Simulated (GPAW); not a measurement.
Write an ASE script for GPAW 26.7.0 that does the following.

- Task: optical spectrum
- Functional: PBE
- Potentials or basis: GPAW PAW data sets (gpaw-data 1.2.1)
- Cutoff: 450 eV
- Basis: pw
- k mesh: 6 × 6 × 6
- Occupations: fermi-dirac, width 0.001 eV
- Spin: no spin polarisation
- Kernel: Bootstrap
- Eta: 0.1 eV
- Response ecut: 50 eV
- Maxiter: 150
- Response k mesh: 19 × 19 × 19
- Domega0: 0.05 eV
- Omega2: 10 eV
- Scissors: 1.08 eV
- Scissors from: G0W0 less DFT direct gap, same cell and functional
- Response bands: 29
- Directions: ["x"]
- Intraband: no

Crystal: GaSb.

```xyz
2
Lattice="0.0000 3.0590 3.0590 3.0590 0.0000 3.0590 3.0590 3.0590 0.0000" Properties=species:S:1:pos:R:3 pbc="T T T"
Sb    1.5295    1.5295    1.5295
Ga    0.0000    0.0000    0.0000
```

One way to write it, as run:

run.py

```python
from ase.dft.bandgap import bandgap
from ase.io import write
from ase.spacegroup import crystal
from gpaw import GPAW, PW
from gpaw.response.df import DielectricFunction

# Sb 4c
# Ga 4a
atoms = crystal(['Sb', 'Ga'],
                basis=[[0.25, 0.25, 0.25],
                       [0.0, 0.0, 0.0]],
                spacegroup=216, setting=1,  # F-43m
                cellpar=[6.118, 6.118, 6.118, 90.0, 90.0, 90.0],
                primitive_cell=True)

calc = GPAW(mode=PW(450),
            xc='PBE',
            kpts={'size': (6, 6, 6), 'gamma': True},
            occupations={'name': 'fermi-dirac', 'width': 0.001},
            nbands=18,
            convergence={'density': 1e-06},
            maxiter=150,
            txt='gpaw.txt')
atoms.calc = calc
energy = atoms.get_potential_energy()
calc.write('gs.gpw')
write('result.traj', atoms)
print(f'Energy: {energy:.6f} eV')
print('Fermi level:', round(calc.get_fermi_level(), 4), 'eV')
print(f'Gap: {bandgap(calc)[0]:.4f} eV, direct: {bandgap(calc, direct=True)[0]:.4f} eV')

dense = calc.fixed_density(kpts={'size': (19, 19, 19), 'gamma': True},
                           nbands=35, convergence={'bands': 29},
                           update_fermi_level=True, txt='dense.txt')
dense.write('dense.gpw', mode='all')

df = DielectricFunction('dense.gpw', frequencies={'type': 'nonlinear', 'domega0': 0.05, 'omega2': 10},
                        eta=0.1, ecut=50, nbands=29, eshift=1.08, intraband=False, txt='df.txt')
for direction in ['x']:
    df.get_dielectric_function(xc='Bootstrap', direction=direction, filename=f'df_{direction}.csv')
    e0, e = df.get_macroscopic_dielectric_constant(xc='Bootstrap', direction=direction)
    print(f'{direction}: static eps {e0:.4f} without, {e:.4f} with local fields')
```

Potentials or basis: GPAW PAW data sets (gpaw-data 1.2.1), pw.

The run is started by

```bash
$ OMP_NUM_THREADS=1 python run.py
```

Results of the run:

```yaml
Band_gap_on_the_k_mesh: 0.09 eV, direct
```

Caveat: with so narrow a direct gap the onset needs a denser k mesh; the long-wavelength limit can be off by a per cent or two; independent-particle spectra lack excitons; spin-orbit coupling is left out, which moves the levels of the heavy elements; an odd mesh through Γ misses points on the zone boundary, where band edges often lie.

Wall time 3.9 min on 1 thread of Arm Neoverse V2 (shared host), peak memory 0.56 GiB.
